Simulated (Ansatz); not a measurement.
SiNi:

```
Ni Si
1.0
     2.94277    0.00000    0.00000
     0.00000    3.28033    0.00000
     0.00000    0.00000    4.67745
Ni Si
2 2
Direct
  0.50000 0.50000 0.34250
  0.00000 0.00000 0.65750
  0.50000 0.50000 0.84314
  0.00000 0.00000 0.15686
```

The cell is a database's computed one.

* Program: Ansatz 0.2.0
* Task: relaxation of cell and atoms
* Functional: BLYP
* Potentials or basis: Ansatz PAW
* Cutoff: 420 eV (not typed: the program's choice for these potentials)
* k mesh: 9 × 8 × 6
* Occupations: fermi-dirac, width 0.05 eV
* Spin: collinear spin, ferromagnetic start
* Starting moments: [1.0, 1.0, 0.0, 0.0] μB

At the start: volume 11.29 Å³/atom.

Question: How do energy, volume and symmetry change on relaxing?

Answer: It ends after 10 steps and the volume is 12.47 Å³/atom (+10.5 %); space group Pmmn (No. 59, to 0.05 Å); moment 0.00 μB per cell.

Step by step:
| step | energy change (eV) | largest force (eV/Å) | volume (Å³) |
| --- | --- | --- | --- |
| 1 | 0.0000 | 0.1403 | 45.15 |
| 2 | -0.1755 | 0.0199 | 47.50 |
| 3 | -0.2241 | 0.0232 | 49.40 |
| 4 | -0.2262 | 0.0316 | 49.69 |
| 5 | -0.2272 | 0.0105 | 49.81 |
| 6 | -0.2273 | 0.0090 | 49.83 |
| 7 | -0.2274 | 0.0023 | 49.81 |
| 8 | -0.2317 | 0.0023 | 49.81 |
| 9 | -0.2318 | 0.0008 | 49.89 |
| 10 | -0.2319 | 0.0008 | 49.89 |

Final structure:
```xyz
4
Lattice="3.1589 0.0000 0.0000 0.0000 3.3457 0.0000 0.0000 0.0000 4.7205" Properties=species:S:1:pos:R:3 pbc="T T T"
Ni    1.5795    1.6729    1.5918
Ni    0.0000    0.0000    3.1288
Si    1.5795    1.6729    3.9561
Si    0.0000    0.0000    0.7644
```

Caveat: the plane-wave basis is chosen anew once the cell has moved, so the energies of steps on either side of that aren't comparable; the PAW data sets come from PBE, with cores solved anew for the run's functional, which leaves a small shift of forces and pressure; the starting moments weren't kept.
